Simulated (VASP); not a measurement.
# Si (P-1) in VASP: convergence with ENCUT

Aim: find how far ENCUT must go before the results for Si settle, at PBE. This setting moves, with any that are tied to it; all else stays.

All numbers are computed with VASP 6.6.1; they aren't measurements. Logs are shortened: lines on timing, memory, paths and dates and some standing lists are left out, and cuts for length are marked.

**1. The cell of the first run**

The typed cell holds 2 atoms: a = 3.849 Å, b = 3.849 Å, c = 3.849 Å, α = 60.00°, β = 60.00°, γ = 60.00°.

The cell isn't the ideal one: atoms moved at random, drawn with an rms of 0.02 Å.

**2. With ENCUT 200 eV**

The input, INCAR:

```
PREC = Accurate ; ENCUT = 200
EDIFF = 1E-7 ; ISMEAR = 0
SIGMA = 0.02 ; LREAL = False
LASPH = True ; NELM = 100
ALGO = Fast ; ISIF = 2
LWAVE = False ; LCHARG = False
GGA = PE
```

The input, KPOINTS:

```
regular mesh
0
Gamma
  6 6 6
```

The input, POSCAR:

```
Si
1.0
    0.0000000000      2.7218511865      2.7218511865
    2.7218511865      0.0000000000      2.7218511865
    2.7218511865      2.7218511865      0.0000000000
Si
2
Direct
    0.5053960000      0.5065980000      0.4890360000
    0.7447980000      0.7513980000      0.7512880000
```

Potentials or basis: VASP PAW PBE potentials, release 64 (Si).

The run is started by

```sh
> cat potpaw_PBE.64/Si/POTCAR > POTCAR
> mpirun -np 1 vasp_std > vasp.out
```

OUTCAR:

```text
PREC = Accurate
   ENCUT = 200
   EDIFF = 1E-7
   ISMEAR = 0
   LREAL = False
   LASPH = True
   NELM = 100
   ISIF = 2
   GGA = PE

 Found    112 irreducible k-points:

 Following reciprocal coordinates:
            Coordinates               Weight
  0.000000  0.000000  0.000000      1.000000
  0.166667  0.000000  0.000000      2.000000
  0.000000  0.166667  0.000000      2.000000
  0.000000  0.000000  0.166667      2.000000
  0.166667  0.166667  0.166667      2.000000
  0.333333  0.000000  0.000000      2.000000
   k-points           NKPTS =    112   k-points in BZ     NKDIM =    112   number of bands    NBANDS=      8
   number of dos      NEDOS =    301   number of ions     NIONS =      2
   total plane-waves  NPLWV =   5832
   dimension x,y,z NGX =    18 NGY =   18 NGZ =   18
   dimension x,y,z NGXF=    36 NGYF=   36 NGZF=   36
   ions per type =               2
   NGX,Y,Z   is equivalent  to a cutoff of   7.77,  7.77,  7.77 a.u.
   NGXF,Y,Z  is equivalent  to a cutoff of  15.55, 15.55, 15.55 a.u.
 SYSTEM =  unknown system
   PREC   = accura    normal or accurate (medium, high low for compatibility)
   ISTART =      0    job   : 0-new  1-cont  2-samecut
   ICHARG =      2    charge: 1-file 2-atom 10-const
   ISPIN  =      1    spin polarized calculation?
   LNONCOLLINEAR =      F non collinear calculations
   LSORBIT =      F    spin-orbit coupling
   LASPH  =      T    aspherical Exc in radial PAW
   ENCUT  =  200.0 eV  14.70 Ry    3.83 a.u.   4.44  4.44  4.44*2*pi/ulx,y,z
   NELM   =    100;   NELMIN=  2; NELMDL= -5     # of ELM steps
   EDIFF  = 0.1E-06   stopping-criterion for ELM
   LREAL  =      F    real-space projection
   EDIFFG = 0.1E-05   stopping-criterion for IOM
   NSW    =      0    number of steps for IOM
   IBRION =     -1    ionic relax: 0-MD 1-quasi-New 2-CG
   NFREE  =      0    steps in history (QN), initial steepest desc. (CG)
   ISIF   =      2    stress and relaxation
   ISYM   =      2    0-nonsym 1-usesym 2-fastsym
   POTIM  = 0.5000    time-step for ionic-motion
   TEBEG  =    0.0;   TEEND  =   0.0 temperature during run
   PSTRESS=    0.0 pullay stress
   NELECT =       8.0000    total number of electrons
   NUPDOWN=      -1.0000    fix difference up-down
   EMIN   =  10.00;   EMAX   =-10.00  energy-range for DOS
   EFERMI =   0.00;   METHOD = LEGACY
   ISMEAR =     0;   SIGMA  =   0.02  broadening in eV -4-tet -1-fermi 0-gaus
   EFERMI_NEDOS =   21; number of points for ismear=-14 and -15
   IALGO  =     68    algorithm
   IMIX   =      4    mixing-type and parameters
     AMIX     =   0.40;   BMIX     =  1.00
     AMIX_MAG =   1.60;   BMIX_MAG =  1.00
  volume/ion in A,a.u.               =      20.16       136.08
  Fermi-wavevector in a.u.,A,eV,Ry     =   0.954766  1.804247 12.402783  0.911579
  Thomas-Fermi vector in A             =   2.083543
   LORBIT       =      0    0 simple, 1 ext, 2 COOP (PROOUT), +10 PAW based schemes
   GGA     = PE    functional components
   LHFCALC =     F    Hartree Fock is set to
   AEXX    =    0.0000 exact exchange contribution
   IVDW    =     0    specifies the selected vdW correction
   LEPSILON=     F    determine dielectric tensor
   LRPA    =     F    only Hartree local field effects (RPA)
 non-spin polarized calculation
 RMM-DIIS sequential band-by-band and
 Gauss-broadening in eV      SIGMA  =   0.02
  energy-cutoff  :      200.00
  volume of cell :       40.33
 maximum number of plane-waves:       269
 NGX is ok and might be reduce to    18
   NGX =  9   NGY =  9   NGZ =  9

 number of electron       7.9999996 magnetization

 Free energy of the ion-electron system (eV)
  ---------------------------------------------------
  ext. energy  EPLUGINS =         0.00000000
  ---------------------------------------------------
  free energy    TOTEN  =       -10.76195726 eV

  energy without entropy =      -10.76195726  energy(sigma->0) =      -10.76195726

 E-fermi :   6.0897     XC(G=0):  -9.3779

 val. band max:        6.0081202120   @ k =   0.0000   0.0000   0.0000
 cond. band min:       6.4093928235   @ k =   0.5000   0.5000   0.0000
 fundamental gap:      0.4012726115
 Fermi energy:         6.0896947995

 k-point     1 :       0.0000    0.0000    0.0000
  band No.  band energies     occupation
      1      -6.1511      2.00000
      2       5.5512      2.00000
      3       5.8065      2.00000
      4       6.0081      2.00000
      5       8.2170      0.00000
      6       8.3321      0.00000
      7       8.4931      0.00000
      8       9.0488      0.00000

 k-point     2 :       0.1667    0.0000    0.0000
  band No.  band energies     occupation
      1      -5.7958      2.00000
      2       3.5027      2.00000
      3       5.1574      2.00000
      4       5.3895      2.00000
      5       8.0568      0.00000
      6       8.9043      0.00000
      7       9.0900      0.00000
      8      11.2098      0.00000

 k-point     3 :       0.0000    0.1667    0.0000
  band No.  band energies     occupation
      1      -5.7940      2.00000
      2       3.4471      2.00000
      3       5.1534      2.00000
      4       5.4593      2.00000
      5       8.0825      0.00000
      6       8.8807      0.00000
      7       9.1171      0.00000
      8      11.1899      0.00000

 k-point     4 :       0.0000    0.0000    0.1667
  band No.  band energies     occupation
      1      -5.7881      2.00000
      2       3.2726      2.00000
      3       5.3142      2.00000
      4       5.4932      2.00000
      5       8.1860      0.00000
      6       8.9321      0.00000
      7       9.0664      0.00000
      8      11.1255      0.00000

 k-point     5 :       0.1667    0.1667    0.1667
  band No.  band energies     occupation
      1      -5.7911      2.00000
      2       3.3579      2.00000
      3       5.2066      2.00000
      4       5.5078      2.00000
      5       8.1303      0.00000
      6       8.8800      0.00000
      7       9.1199      0.00000
      8      11.1580      0.00000

 k-point     6 :       0.3333    0.0000    0.0000
  band No.  band energies     occupation
      1      -4.8043      2.00000
      2       0.5532      2.00000
      3       4.6352      2.00000
      4       4.8514      2.00000
      5       7.4813      0.00000
      6       9.1399      0.00000
      7       9.3877      0.00000
      8      13.5881      0.00000

 [... further k-points ...]

------------------------ aborting loop because EDIFF is reached ----------------------------------------

  FORCE on cell =-STRESS in cart. coord.  units (eV):
  Direction    XX          YY          ZZ          XY          YZ          ZX
  --------------------------------------------------------------------------------------
  -------------------------------------------------------------------------------------
  Total        0.3249716      0.3305799      0.3011325      0.4175881     -0.1900044     -0.0614564
  in kB       12.9101971     13.1329987     11.9631364     16.5895881     -7.5483337     -2.4414865
  external PRESSURE =      12.6687774 kB  Pullay stress =       0.0000000 kB

 VOLUME and BASIS-vectors are now :
 -----------------------------------------------------------------------------
  energy-cutoff  :      200.00
  volume of cell :       40.33
      direct lattice vectors                 reciprocal lattice vectors
     0.000000000  2.721851186  2.721851186    -0.183698507  0.183698507  0.183698507
     2.721851186  0.000000000  2.721851186     0.183698507 -0.183698507  0.183698507
     2.721851186  2.721851186  0.000000000     0.183698507  0.183698507 -0.183698507

 POSITION                                       TOTAL-FORCE (eV/Angst)
 -----------------------------------------------------------------------------------
      2.70997      2.70670      2.75450         0.266287      0.090165     -0.582487
      4.09009      4.07212      4.07242        -0.266287     -0.090165      0.582487
 -----------------------------------------------------------------------------------
    total drift:                               -0.000009     -0.000002      0.000001

  FREE ENERGIE OF THE ION-ELECTRON SYSTEM (eV)
  ---------------------------------------------------
  free  energy   TOTEN  =       -10.7619572637 eV

  energy  without entropy=      -10.7619572637  energy(sigma->0) =      -10.76195726
```

OSZICAR:

```text
N       E                     dE             d eps       ncg     rms          rms(c)
DAV:   1    -0.130967709936E+01   -0.13097E+01   -0.20950E+03  1864   0.376E+02
DAV:   2    -0.108477930939E+02   -0.95381E+01   -0.90544E+01  2776   0.557E+01
DAV:   3    -0.109409566377E+02   -0.93164E-01   -0.93164E-01  2208   0.679E+00
DAV:   4    -0.109412337642E+02   -0.27713E-03   -0.27713E-03  2816   0.361E-01
DAV:   5    -0.109412338797E+02   -0.11548E-06   -0.11547E-06  2296   0.608E-03    0.609E+00
RMM:   6    -0.108170721757E+02    0.12416E+00   -0.48194E-02  1799   0.134E+00    0.371E+00
RMM:   7    -0.107600673025E+02    0.57005E-01   -0.11553E-01  1958   0.223E+00    0.190E-01
RMM:   8    -0.107616611165E+02   -0.15938E-02   -0.73139E-03  1851   0.669E-01    0.819E-02
RMM:   9    -0.107618909856E+02   -0.22987E-03   -0.13226E-03  2019   0.252E-01    0.835E-02
RMM:  10    -0.107619488831E+02   -0.57897E-04   -0.23549E-04  1937   0.113E-01    0.181E-02
RMM:  11    -0.107619569664E+02   -0.80834E-05   -0.48743E-05  2047   0.512E-02    0.104E-02
RMM:  12    -0.107619574848E+02   -0.51839E-06   -0.57498E-06  2111   0.178E-02    0.184E-02
RMM:  13    -0.107619570085E+02    0.47634E-06   -0.20978E-06  1985   0.108E-02    0.868E-03
RMM:  14    -0.107619572216E+02   -0.21312E-06   -0.33763E-07  1828   0.455E-03    0.769E-03
RMM:  15    -0.107619572637E+02   -0.42131E-07   -0.78332E-08  1279   0.202E-03
   1 F= -.10761957E+02 E0= -.10761957E+02  d E =-.311217E-11
```

stdout:

```text
POSCAR found type information on POSCAR Si
 POSCAR found :  1 types and       2 ions
 scaLAPACK will be used
 LDA part: xc-table for (Slater+PW92), standard interpolation
 POSCAR, INCAR and KPOINTS ok, starting setup
 FFT: planning ... GRIDC
 FFT: planning ... GRID_SOFT
 FFT: planning ... GRID
 WAVECAR not read
 entering main loop
```

Run time: 6 s. Hardware: 1 thread of Intel Xeon 6975P-C (Granite Rapids), shared host; peak memory 0.11 GiB.

What came out:

| Item | Value |
| --- | --- |
| Free energy | -10.7620 eV |
| Largest force | 0.647 eV/Å |
| Band gap on the k mesh | 0.40 eV, indirect (least direct gap 2.21 eV) |

**3. With ENCUT 250 eV**

INCAR, as its differences from that of step 2:

```diff
@@ -1,2 +1,2 @@
-PREC = Accurate ; ENCUT = 200
+PREC = Accurate ; ENCUT = 250
 EDIFF = 1E-7 ; ISMEAR = 0
```

KPOINTS is that of step 2.

POSCAR is that of step 2.

Potentials or basis: VASP PAW PBE potentials, release 64 (Si).

The run is started by

```sh
> cat potpaw_PBE.64/Si/POTCAR > POTCAR
> mpirun -np 1 vasp_std > vasp.out
```

Wall time 6.8 s (1 thread of Intel Xeon 6975P-C (Granite Rapids), shared host); peak memory 0.12 GiB.

Results:

- Free energy: -10.7884 eV
- Largest force: 0.648 eV/Å
- Band gap on the k mesh: 0.40 eV, indirect (least direct gap 2.21 eV)

**4. With ENCUT 300 eV**

INCAR, as its differences from that of step 3:

```diff
@@ -1,2 +1,2 @@
-PREC = Accurate ; ENCUT = 250
+PREC = Accurate ; ENCUT = 300
 EDIFF = 1E-7 ; ISMEAR = 0
```

KPOINTS is that of step 3.

POSCAR is that of step 3.

The run is started by

```sh
> cat potpaw_PBE.64/Si/POTCAR > POTCAR
> mpirun -np 1 vasp_std > vasp.out
```

Wall time 7.8 s (1 thread of Intel Xeon 6975P-C (Granite Rapids), shared host); peak memory 0.14 GiB.

What came out:

```
Free energy            : -10.8025 eV
Pressure               : 1.3 GPa
Largest force          : 0.648 eV/Å
Band gap on the k mesh : 0.40 eV, indirect (least direct gap 2.21 eV)
```

**5. With ENCUT 350 eV**

INCAR, as its differences from that of step 4:

```diff
@@ -1,2 +1,2 @@
-PREC = Accurate ; ENCUT = 300
+PREC = Accurate ; ENCUT = 350
 EDIFF = 1E-7 ; ISMEAR = 0
```

KPOINTS is that of step 4.

POSCAR is that of step 4.

The run is started by

```sh
> cat potpaw_PBE.64/Si/POTCAR > POTCAR
> mpirun -np 1 vasp_std > vasp.out
```

Run time: 10 s. Hardware: 1 thread of Intel Xeon 6975P-C (Granite Rapids), shared host; peak memory 0.14 GiB.

Results:

| Quantity | Value |
| --- | --- |
| Free energy | -10.8066 eV |
| Pressure | 1.4 GPa |
| Largest force | 0.647 eV/Å |
| Band gap on the k mesh | 0.40 eV, indirect (least direct gap 2.21 eV) |

**6. With ENCUT 400 eV**

INCAR, as its differences from that of step 5:

```diff
@@ -1,2 +1,2 @@
-PREC = Accurate ; ENCUT = 350
+PREC = Accurate ; ENCUT = 400
 EDIFF = 1E-7 ; ISMEAR = 0
```

KPOINTS is that of step 5.

POSCAR is that of step 5.

Potentials or basis: VASP PAW PBE potentials, release 64 (Si).

The run is started by

```sh
> cat potpaw_PBE.64/Si/POTCAR > POTCAR
> mpirun -np 1 vasp_std > vasp.out
```

It took 18 s on 1 thread of Intel Xeon 6975P-C (Granite Rapids), shared host; peak memory 0.15 GiB.

Results:

```
Free energy            : -10.8085 eV
Pressure               : 1.4 GPa
Largest force          : 0.646 eV/Å
Band gap on the k mesh : 0.40 eV, indirect (least direct gap 2.21 eV)
```

**7. With ENCUT 450 eV**

INCAR, as its differences from that of step 6:

```diff
@@ -1,2 +1,2 @@
-PREC = Accurate ; ENCUT = 400
+PREC = Accurate ; ENCUT = 450
 EDIFF = 1E-7 ; ISMEAR = 0
```

KPOINTS is that of step 6.

POSCAR is that of step 6.

The run is started by

```sh
> cat potpaw_PBE.64/Si/POTCAR > POTCAR
> mpirun -np 1 vasp_std > vasp.out
```

Wall time 20 s (1 thread of Intel Xeon 6975P-C (Granite Rapids), shared host); peak memory 0.16 GiB.

Results:

```
Free energy            : -10.8088 eV
Pressure               : 1.4 GPa
Largest force          : 0.646 eV/Å
Band gap on the k mesh : 0.40 eV, indirect (least direct gap 2.21 eV)
```

**8. With ENCUT 500 eV**

INCAR, as its differences from that of step 7:

```diff
@@ -1,2 +1,2 @@
-PREC = Accurate ; ENCUT = 450
+PREC = Accurate ; ENCUT = 500
 EDIFF = 1E-7 ; ISMEAR = 0
```

KPOINTS is that of step 7.

POSCAR is that of step 7.

The run is started by

```sh
> cat potpaw_PBE.64/Si/POTCAR > POTCAR
> mpirun -np 1 vasp_std > vasp.out
```

Run time: 18 s. Hardware: 1 thread of Intel Xeon 6975P-C (Granite Rapids), shared host; peak memory 0.16 GiB.

What came out:

| Quantity | Value |
| --- | --- |
| Free energy | -10.8087 eV |
| Pressure | 1.4 GPa |
| Largest force | 0.646 eV/Å |
| Band gap on the k mesh | 0.40 eV, indirect (least direct gap 2.21 eV) |

**9. With ENCUT 600 eV**

INCAR, as its differences from that of step 8:

```diff
@@ -1,2 +1,2 @@
-PREC = Accurate ; ENCUT = 500
+PREC = Accurate ; ENCUT = 600
 EDIFF = 1E-7 ; ISMEAR = 0
```

KPOINTS is that of step 8.

POSCAR is that of step 8.

Potentials or basis: VASP PAW PBE potentials, release 64 (Si).

The run is started by

```sh
> cat potpaw_PBE.64/Si/POTCAR > POTCAR
> mpirun -np 1 vasp_std > vasp.out
```

It took 18 s on 1 thread of Intel Xeon 6975P-C (Granite Rapids), shared host; peak memory 0.19 GiB.

Results:

- Free energy: -10.8089 eV
- Pressure: 1.4 GPa
- Largest force: 0.646 eV/Å
- Band gap on the k mesh: 0.40 eV, indirect (least direct gap 2.21 eV)

**10. With ENCUT 800 eV**

INCAR, as its differences from that of step 9:

```diff
@@ -1,2 +1,2 @@
-PREC = Accurate ; ENCUT = 600
+PREC = Accurate ; ENCUT = 800
 EDIFF = 1E-7 ; ISMEAR = 0
```

KPOINTS is that of step 9.

POSCAR is that of step 9.

The run is started by

```sh
> cat potpaw_PBE.64/Si/POTCAR > POTCAR
> mpirun -np 1 vasp_std > vasp.out
```

Run time: 30 s. Hardware: 1 thread of Intel Xeon 6975P-C (Granite Rapids), shared host; peak memory 0.23 GiB.

It converged, with:

- Free energy: -10.8089 eV
- Pressure: 1.4 GPa
- Largest force: 0.646 eV/Å
- Band gap on the k mesh: 0.40 eV, indirect (least direct gap 2.21 eV)

**11. The series at a glance**

| ENCUT | energy less the tightest run, at zero smearing (meV/atom) | gap on the mesh (eV) | SCF cycles | CPU time (s) | peak memory (GiB) |
| --- | --- | --- | --- | --- | --- |
| 200 eV | 23.46 | 0.401 | 15 | 5.4 | 0.11 |
| 250 eV | 10.25 | 0.401 | 15 | 6.2 | 0.12 |
| 300 eV | 3.20 | 0.399 | 15 | 7.2 | 0.14 |
| 350 eV | 1.12 | 0.397 | 15 | 9.5 | 0.14 |
| 400 eV | 0.19 | 0.396 | 15 | 17 | 0.15 |
| 450 eV | 0.06 | 0.396 | 15 | 20 | 0.16 |
| 500 eV | 0.09 | 0.396 | 15 | 18 | 0.16 |
| 600 eV | 0.01 | 0.396 | 15 | 18 | 0.19 |
| 800 eV | 0.00 | 0.396 | 15 | 30 | 0.23 |

Against the tightest run, the energy stays within 1 meV/atom from 400 eV on; the gap on the mesh stays within 0.01 eV from 200 eV on. The tightest run that finished is the yardstick and may itself not be fully converged.
